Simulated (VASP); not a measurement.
Crystal: CaSe.

```
CELL_PARAMETERS angstrom
0.00000 3.20954 3.20954
3.20954 0.00000 3.20954
3.20954 3.20954 0.00000
ATOMIC_POSITIONS crystal
Se 0.25000 0.25000 0.25000
Ca 0.00000 0.00000 0.00000
```

The cell comes from a database or a generator and needn't be the stable form of this composition.

The cell isn't the ideal one: volume scaled by 0.92.

```yaml
Program: VASP 6.6.1
Task: relaxation of cell and atoms
Functional: optPBE-vdW
Potentials_or_basis: VASP PAW PBE potentials, release 64 (Se, Ca_sv)
Cutoff: 600 eV
k_mesh: 7 × 7 × 7
Occupations: tetrahedron
Spin: no spin polarisation
```

At the start: pressure 3.2 GPa; volume 33.06 Å³/atom.

Problem. Where does the relaxation end?

Solution. Over 3 steps the energy falls by 25.6 meV/atom and the volume is 35.82 Å³/atom (+8.3 %); space group F-43m (No. 216, to 0.05 Å).

The path:
```csv
step,energy change (eV),largest force (eV/Å),pressure (GPa),volume (Å³)
1,0.0000,0.0000,3.15,66.12
2,-0.0501,0.0000,-0.41,72.55
3,-0.0512,0.0000,-0.01,71.64
```

Final structure:
```
CELL_PARAMETERS angstrom
0.00000 3.29648 3.29648
3.29648 0.00000 3.29648
3.29648 3.29648 0.00000
ATOMIC_POSITIONS crystal
Se 0.25000 0.25000 0.25000
Ca 0.00000 0.00000 0.00000
```

Caveat: the PAW data sets were made with another functional, which shifts forces and pressure a little.
